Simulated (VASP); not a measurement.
# Pd in VASP: further runs

The runs below take Pd through single point, with PBE.

All numbers are computed with VASP 6.6.1; they aren't measurements. Logs are shortened: lines on timing, memory, paths and dates and some standing lists are left out, and cuts for length are marked.

## (1) The cell of the first run

The cell holds a slab with vacuum, 3 atoms: a = 2.788 Å, b = 2.788 Å, c = 18.552 Å, α = 90.00°, β = 90.00°, γ = 120.00°.

The slab is cut from a database's or a generator's crystal, which needn't be the stable form of the element.

## (2) Single point, PBE (clean slab, lower half held)

INCAR

```
SYSTEM = Pd
  PREC = Accurate
  ENCUT = 520
  EDIFF = 1E-6
  ISMEAR = 0
  SIGMA = 0.1
  LREAL = .FALSE.
  LASPH = .TRUE.
  NELM = 100
  ALGO = Normal
  ISIF = 2
  LWAVE = .FALSE.
  LCHARG = .FALSE.
  LDIPOL = .TRUE.
  IDIPOL = 3
  DIPOL = 0.5 0.5 0.500
  GGA = PE
  NBANDS = 22
```

KPOINTS

```
regular mesh
0
G
  12 12 1
  0 0 0
```

POSCAR

```
Pd
1.0
    2.7875943957      0.0000000000      0.0000000000
   -1.3937971978      2.4141275621      0.0000000000
    0.0000000000      0.0000000000     18.5521225862
Pd
3
Direct
    0.6666666667      0.3333333333      0.3773153162
    0.3333333333      0.6666666667      0.5000000000
    0.0000000000      0.0000000000      0.6226846838
```

Potentials or basis: VASP PAW PBE potentials, release 64 (Pd).

On the command line:

```console
$ cat potpaw_PBE.64/Pd/POTCAR > POTCAR
$ mpirun -np 1 vasp_std > vasp.out
```

OUTCAR:

```text
SYSTEM = Pd
   PREC = Accurate
   ENCUT = 520
   EDIFF = 1E-6
   ISMEAR = 0
   LREAL = .FALSE.
   LASPH = .TRUE.
   NELM = 100
   ISIF = 2
   GGA = PE

 ion  position               nearest neighbor table
   1  0.667  0.333  0.377-   2 2.79   2 2.79   2 2.79
   2  0.333  0.667  0.500-   3 2.79   1 2.79   1 2.79   3 2.79   3 2.79   1 2.79
   3  0.000  0.000  0.623-   2 2.79   2 2.79   2 2.79

  LATTYP: Found a hexagonal cell.
 ALAT       =     2.7875943957
 C/A-ratio  =     6.6552446134

  Lattice vectors:

 A1 = (   2.7875943957,   0.0000000000,   0.0000000000)
 A2 = (  -1.3937971978,   2.4141275621,   0.0000000000)
 A3 = (   0.0000000000,   0.0000000000,  18.5521225862)

Analysis of symmetry for initial positions (statically):
=====================================================================
 Subroutine PRICEL returns:
 Original cell was already a primitive cell.

 Routine SETGRP: Setting up the symmetry group for a
 hexagonal supercell.

 Subroutine GETGRP returns: Found 12 space group operations
 (whereof  6 operations were pure point group operations)
 out of a pool of 24 trial point group operations.

The static configuration has the point symmetry C_3v.
 The point group associated with its full space group is D_3d.

Analysis of symmetry for dynamics (positions and initial velocities):
=====================================================================
 Subroutine PRICEL returns:
 Original cell was already a primitive cell.

 Routine SETGRP: Setting up the symmetry group for a
 hexagonal supercell.

 Subroutine GETGRP returns: Found 12 space group operations
 (whereof  6 operations were pure point group operations)
 out of a pool of 24 trial point group operations.

The dynamic configuration has the point symmetry C_3v.
 The point group associated with its full space group is D_3d.

 Subroutine INISYM returns: Found 12 space group operations
 (whereof  6 operations are pure point group operations),
 and found     1 'primitive' translations

----------------------------------------------------------------------------------------

                                     Primitive cell

  volume of cell :     124.8485

  direct lattice vectors                    reciprocal lattice vectors
     2.787594396  0.000000000  0.000000000     0.358732247  0.207114159  0.000000000
    -1.393797198  2.414127562  0.000000000     0.000000000  0.414228318  0.000000000
     0.000000000  0.000000000 18.552122586     0.000000000  0.000000000  0.053902188

  length of vectors
     2.787594396  2.787594396 18.552122586     0.414228318  0.414228318  0.053902188

  position of ions in fractional coordinates (direct lattice)
     0.666666667  0.333333333  0.377315316
     0.333333333  0.666666667  0.500000000
     0.000000000  0.000000000  0.622684684

  ion indices of the primitive-cell ions
   primitive index   ion index
                 1           1
                 2           2
                 3           3

----------------------------------------------------------------------------------------

 KPOINTS: regular mesh

Automatic generation of k-mesh.
 Grid dimensions read from file:
 generate k-points for:   12   12    1

 Generating k-lattice:

  Cartesian coordinates                     Fractional coordinates (reciprocal lattice)
     0.029894354  0.017259513  0.000000000     0.083333333  0.000000000  0.000000000
     0.000000000  0.034519027  0.000000000     0.000000000  0.083333333  0.000000000
     0.000000000  0.000000000  0.053902188     0.000000000  0.000000000  1.000000000

  Length of vectors
     0.034519027  0.034519027  0.053902188

  Shift w.r.t. Gamma in fractional coordinates (k-lattice)
     0.000000000  0.000000000  0.000000000

 Subroutine IBZKPT returns following result:
 ===========================================

 Found     19 irreducible k-points:

 Following reciprocal coordinates:
            Coordinates               Weight
  0.000000  0.000000  0.000000      1.000000
  0.083333  0.000000  0.000000      6.000000
  0.166667  0.000000  0.000000      6.000000
  0.250000  0.000000  0.000000      6.000000
  0.333333  0.000000  0.000000      6.000000
  0.416667  0.000000  0.000000      6.000000
[... 11 lines left out ...]
  0.333333  0.250000  0.000000     12.000000
  0.333333  0.333333  0.000000      2.000000
   k-points           NKPTS =     19   k-points in BZ     NKDIM =     19   number of bands    NBANDS=     22
   number of dos      NEDOS =    301   number of ions     NIONS =      3
   total plane-waves  NPLWV =  80640
   dimension x,y,z NGX =    24 NGY =   24 NGZ =  140
   dimension x,y,z NGXF=    48 NGYF=   48 NGZF=  280
   ions per type =               3
   NGX,Y,Z   is equivalent  to a cutoff of  14.31, 14.31, 12.55 a.u.
   NGXF,Y,Z  is equivalent  to a cutoff of  28.63, 28.63, 25.09 a.u.
 SYSTEM =  Pd
   PREC   = accura    normal or accurate (medium, high low for compatibility)
   ISTART =      0    job   : 0-new  1-cont  2-samecut
   ICHARG =      2    charge: 1-file 2-atom 10-const
   ISPIN  =      1    spin polarized calculation?
   LNONCOLLINEAR =      F non collinear calculations
   LSORBIT =      F    spin-orbit coupling
   LASPH  =      T    aspherical Exc in radial PAW
   ENCUT  =  520.0 eV  38.22 Ry    6.18 a.u.   5.18  5.18 34.49*2*pi/ulx,y,z
   NELM   =    100;   NELMIN=  2; NELMDL= -5     # of ELM steps
   EDIFF  = 0.1E-05   stopping-criterion for ELM
   LREAL  =      F    real-space projection
   EDIFFG = 0.1E-04   stopping-criterion for IOM
   NSW    =      0    number of steps for IOM
   IBRION =     -1    ionic relax: 0-MD 1-quasi-New 2-CG
   NFREE  =      0    steps in history (QN), initial steepest desc. (CG)
   ISIF   =      2    stress and relaxation
   ISYM   =      2    0-nonsym 1-usesym 2-fastsym
   POTIM  = 0.5000    time-step for ionic-motion
   TEBEG  =    0.0;   TEEND  =   0.0 temperature during run
   PSTRESS=    0.0 pullay stress
   NELECT =      30.0000    total number of electrons
   NUPDOWN=      -1.0000    fix difference up-down
   EMIN   =  10.00;   EMAX   =-10.00  energy-range for DOS
   EFERMI =   0.00;   METHOD = LEGACY
   ISMEAR =     0;   SIGMA  =   0.10  broadening in eV -4-tet -1-fermi 0-gaus
   EFERMI_NEDOS =   21; number of points for ismear=-14 and -15
   IALGO  =     38    algorithm
   IMIX   =      4    mixing-type and parameters
     AMIX     =   0.40;   BMIX     =  1.00
     AMIX_MAG =   1.60;   BMIX_MAG =  1.00
  volume/ion in A,a.u.               =      41.62       280.84
  Fermi-wavevector in a.u.,A,eV,Ry     =   1.017780  1.923326 14.093964  1.035877
  Thomas-Fermi vector in A             =   2.151201
   LORBIT       =      0    0 simple, 1 ext, 2 COOP (PROOUT), +10 PAW based schemes
   GGA     = PE    functional components
   LHFCALC =     F    Hartree Fock is set to
   AEXX    =    0.0000 exact exchange contribution
   IVDW    =     0    specifies the selected vdW correction
   LEPSILON=     F    determine dielectric tensor
   LRPA    =     F    only Hartree local field effects (RPA)
 non-spin polarized calculation
 Gauss-broadening in eV      SIGMA  =   0.10
  energy-cutoff  :      520.00
  volume of cell :      124.85
 maximum number of plane-waves:      3382
 NGX is ok and might be reduce to    24
   NGX = 11   NGY = 11   NGZ = 69

 dipolmoment           0.000000      0.000000      0.000000 electrons x Angstroem

 number of electron      30.0000006 magnetization

 dipolmoment           0.000000      0.000000     -0.000000 electrons x Angstroem

 Free energy of the ion-electron system (eV)
  ---------------------------------------------------
  ext. energy  EPLUGINS =         0.00000000
  ---------------------------------------------------
  free energy    TOTEN  =       -14.52519103 eV

  energy without entropy =      -14.47706372  energy(sigma->0) =      -14.50112737

 E-fermi :   0.0321     XC(G=0):  -5.6753

 val. band max:        0.0287072564   @ k =   0.3333   0.0000   0.0000
 cond. band min:       0.0370534757   @ k =   0.3333   0.2500   0.0000
 fundamental gap:      0.0083462193
 Fermi energy:         0.0321344792

 k-point     1 :       0.0000    0.0000    0.0000
  band No.  band energies     occupation
      1      -6.0163      2.00000
      2      -4.7077      2.00000
      3      -4.6547      2.00000
      4      -2.5142      2.00000
      5      -2.4663      2.00000
      6      -2.4663      2.00000
[... 14 lines left out ...]
     21       5.6875      0.00000
     22       6.6576      0.00000

 k-point     2 :       0.0833    0.0000    0.0000
  band No.  band energies     occupation
      1      -5.8049      2.00000
      2      -4.5053      2.00000
      3      -4.4860      2.00000
      4      -2.5978      2.00000
      5      -2.5287      2.00000
      6      -2.4534      2.00000
[... 14 lines left out ...]
     21       5.8901      0.00000
     22       6.8112      0.00000

 k-point     3 :       0.1667    0.0000    0.0000
  band No.  band energies     occupation
      1      -5.2357      2.00000
      2      -4.1195      2.00000
      3      -3.9784      2.00000
      4      -2.9353      2.00000
      5      -2.8065      2.00000
      6      -2.4980      2.00000
[... 14 lines left out ...]
     21       6.4959      0.00000
     22       7.2684      0.00000
[... 351 lines left out ...]
 k-point    18 :       0.3333    0.2500    0.0000
  band No.  band energies     occupation
      1      -3.8576      2.00000
      2      -3.6461      2.00000
      3      -3.5002      2.00000
      4      -3.2917      2.00000
      5      -2.8173      2.00000
      6      -2.6723      2.00000
[... 14 lines left out ...]
     21       8.8530      0.00000
     22       9.6585      0.00000

 k-point    19 :       0.3333    0.3333    0.0000
  band No.  band energies     occupation
      1      -3.5759      2.00000
      2      -3.5759      2.00000
      3      -3.5400      2.00000
      4      -3.0406      2.00000
      5      -3.0406      2.00000
      6      -2.3664      2.00000
[... 14 lines left out ...]
     21       8.3323      0.00000
     22       9.5094      0.00000

------------------------ aborting loop because EDIFF is reached ----------------------------------------

 vacuum level on the upper side and lower side of the slab       (xc-potential included)        -0.163        -0.163

  FORCE on cell =-STRESS in cart. coord.  units (eV):
  Direction    XX          YY          ZZ          XY          YZ          ZX
  --------------------------------------------------------------------------------------
  -------------------------------------------------------------------------------------
  Total       -2.1257488     -2.1257488     -0.0782970     -0.0000000      0.0000000     -0.0000000
  in kB      -27.2796700    -27.2796700     -1.0047832     -0.0000000      0.0000000     -0.0000000
  external PRESSURE =     -18.5213744 kB  Pullay stress =       0.0000000 kB

 VOLUME and BASIS-vectors are now :
 -----------------------------------------------------------------------------
  energy-cutoff  :      520.00
  volume of cell :      124.85
      direct lattice vectors                 reciprocal lattice vectors
     2.787594396  0.000000000  0.000000000     0.358732247  0.207114159  0.000000000
    -1.393797198  2.414127562  0.000000000     0.000000000  0.414228318  0.000000000
     0.000000000  0.000000000 18.552122586     0.000000000  0.000000000  0.053902188

 POSITION                                       TOTAL-FORCE (eV/Angst)
 -----------------------------------------------------------------------------------
      1.39380      0.80471      7.00000        -0.000000      0.000000      0.011775
     -0.00000      1.60942      9.27606         0.000000      0.000000      0.000000
      0.00000      0.00000     11.55212         0.000000     -0.000000     -0.011775
 -----------------------------------------------------------------------------------
    total drift:                               -0.000000      0.000000      0.000000

  FREE ENERGIE OF THE ION-ELECTRON SYSTEM (eV)
  ---------------------------------------------------
  free  energy   TOTEN  =       -14.5251910262 eV

  energy  without entropy=      -14.4770637204  energy(sigma->0) =      -14.50112737

 vacuum level on the upper side and lower side of the slab         5.185         5.185
```

Wall time 35 s (1 thread of Intel Xeon 6975P-C (Granite Rapids), shared host); peak memory 0.26 GiB.

What came out:

* Free energy: -14.5252 eV
* Largest force: 0.012 eV/Å
* Band gap on the k mesh: none (metal or under the smearing width)

Forces in eV/Å, atoms in the order of the input:
```
Pd   0.000  0.000  0.012
Pd   0.000  0.000  0.000
Pd   0.000  0.000 -0.012
```

Levels at points of the mesh, in eV from the Fermi level:
| k point | band 12 | band 13 | band 14 | band 15 | band 16 | band 17 | band 18 | band 19 |
| --- | --- | --- | --- | --- | --- | --- | --- | --- |
| (0.00, 0.00, 0.00) | -1.02 | -1.02 | -0.53 | -0.53 | -0.06 | -0.06 | 0.15 | 1.61 |
| (0.50, 0.00, 0.00) | -0.09 | 0.08 | 0.29 | 0.33 | 2.19 | 3.53 | 3.82 | 7.10 |

## (3) Single point, PBE (the clean substrate in the cell of the map)

INCAR

```
PREC     = Accurate       # precision mode
ENCUT    = 520            # plane-wave cutoff, eV
EDIFF    = 1E-7           # SCF threshold, eV
ISMEAR   = 0              # smearing method
SIGMA    = 0.1            # smearing width, eV
LREAL    = F              # projectors in reciprocal space
LASPH    = T              # aspherical terms in the spheres
NELM     = 100            # most SCF steps
ALGO     = Fast           # electronic algorithm
ISIF     = 2              # what is computed and relaxed
LWAVE    = F              # write WAVECAR
LCHARG   = F              # write CHGCAR
LDIPOL   = T            
IDIPOL   = 3            
DIPOL    = 0.5 0.5 0.313
GGA      = PE             # functional
NBANDS   = 72             # bands
```

KPOINTS

```
Automatic mesh
0
Gamma
  6 6 1
```

POSCAR

```
Pd
1.0
    5.5751887913      0.0000000000      0.0000000000
   -2.7875943957      4.8282551242      0.0000000000
    0.0000000000      0.0000000000     20.0521225866
Pd
12
Direct
    0.3333333333      0.1666666667      0.1994801290
    0.3333333333      0.6666666667      0.1994801290
    0.8333333333      0.1666666667      0.1994801290
    0.8333333333      0.6666666667      0.1994801290
    0.1666666667      0.3333333333      0.3129873791
    0.1666666667      0.8333333333      0.3129873791
    0.6666666667      0.3333333333      0.3129873791
    0.6666666667      0.8333333333      0.3129873791
    0.0000000000      0.0000000000      0.4264946292
    0.0000000000      0.5000000000      0.4264946292
    0.5000000000      0.0000000000      0.4264946292
    0.5000000000      0.5000000000      0.4264946292
```

Potentials or basis: VASP PAW PBE potentials, release 64 (Pd).

On the command line:

```console
$ cat potpaw_PBE.64/Pd/POTCAR > POTCAR
$ mpirun -np 1 vasp_std > vasp.out
```

Wall time 5.9 min (1 thread of Intel Xeon 6975P-C (Granite Rapids), shared host); peak memory 0.67 GiB.

It converged, with:

* Free energy: -58.1018 eV
* Largest force: 0.012 eV/Å
* Band gap on the k mesh: none (metal or under the smearing width)

Forces on the atoms (eV/Å):
```
Pd   0.000  0.000  0.012
Pd   0.000  0.000  0.012
Pd   0.000  0.000  0.012
Pd   0.000  0.000  0.012
Pd   0.000  0.000  0.000
Pd   0.000  0.000  0.000
Pd   0.000  0.000  0.000
Pd   0.000  0.000  0.000
Pd   0.000  0.000 -0.012
Pd   0.000  0.000 -0.012
Pd   0.000  0.000 -0.012
Pd   0.000  0.000 -0.012
```

Levels at points of the mesh, in eV from the Fermi level:
```tsv
k point	band 59	band 60	band 61	band 62	band 63	band 64
(0.00, 0.00, 0.00)	0.29	0.29	0.33	0.33	0.33	1.61
(0.50, 0.00, 0.00)	-0.07	-0.07	-0.03	-0.03	0.15	0.15
```

[end of part 1 of 2]
